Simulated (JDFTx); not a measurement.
## Pd: relaxation of cell and atoms with PBE

Pd:

```
CELL_PARAMETERS angstrom
0.00000 1.94650 1.94650
1.94650 0.00000 1.94650
1.94650 1.94650 0.00000
ATOMIC_POSITIONS crystal
Pd 0.00000 0.00000 0.00000
```

```yaml
Program: JDFTx 1.7.0 (patched build)
Task: relaxation of cell and atoms
Functional: PBE
Potentials_or_basis: Ansatz-NC-SR-PBE with smoothed tails
Cutoff: 1116 eV
Density_cutoff: 4463 eV
k_mesh: 12 × 12 × 12
Occupations: fermi-dirac, width 0.05 eV
Spin: no spin polarisation
Local_potential_set_to_-Z/r_beyond: 6 bohr
Bands: 15
Density_cutoff_over_wavefunction_cutoff: 4
Max_SCF_steps: 100
SCF_threshold_on_the_energy: 1e-09 Ha
Solver_of_the_electrons: scf
Further_solve_for_the_empty_bands: no
```

```json
{
 "Relaxed volume": "15.30 Å³/atom",
 "Relaxed cell": "a = 2.786 Å, b = 2.786 Å, c = 2.786 Å, α = 60.00°, β = 60.00°, γ = 60.00°",
 "Space group after relaxing (to 0.05 Å)": "Fm-3m (No. 225)",
 "Energy gained by relaxing": "11.3 meV/atom",
 "Ionic steps": "6",
 "Pressure after relaxing": "0.0 GPa",
 "Band gap on the k mesh": "none (metal or under the smearing width)"
}
```

Step by step:
| step | energy change (eV) | largest force (eV/Å) | pressure (GPa) | volume (Å³) |
| --- | --- | --- | --- | --- |
| 1 | 0.0000 | 0.0000 | 6.84 | 14.75 |
| 2 | -0.0053 | 0.0000 | 4.92 | 14.89 |
| 3 | -0.0113 | 0.0000 | 0.38 | 15.26 |
| 4 | -0.0113 | 0.0000 | 0.04 | 15.29 |
| 5 | -0.0113 | 0.0000 | 0.00 | 15.30 |
| 6 | -0.0113 | 0.0000 | 0.01 | 15.30 |

Final structure:
```
CELL_PARAMETERS angstrom
0.00000 1.97023 1.97023
1.97023 0.00000 1.97023
1.97023 1.97023 0.00000
ATOMIC_POSITIONS crystal
Pd 0.00000 0.00000 0.00000
```

Levels at points of the mesh, in eV from the Fermi level:
| k point | band 7 | band 8 | band 9 | band 10 | band 11 | band 12 |
| --- | --- | --- | --- | --- | --- | --- |
| (0.00, 0.00, 0.00) | -2.66 | -2.66 | -1.14 | -1.14 | 17.03 | 21.55 |
| (0.00, 0.00, 0.50) | -2.71 | -0.01 | -0.01 | 1.11 | 7.05 | 16.41 |
| (0.00, 0.50, 0.50) | -0.03 | 0.29 | 0.29 | 3.37 | 10.42 | 13.00 |

Run time: 66 s on 1 thread of Intel(R) Xeon(R) 6975P-C (Granite Rapids), with other jobs on the host, peak memory 0.09 GiB.

PBE usually gives volumes a little too large and moduli too small. Zero-point motion and thermal expansion aren't in these numbers.
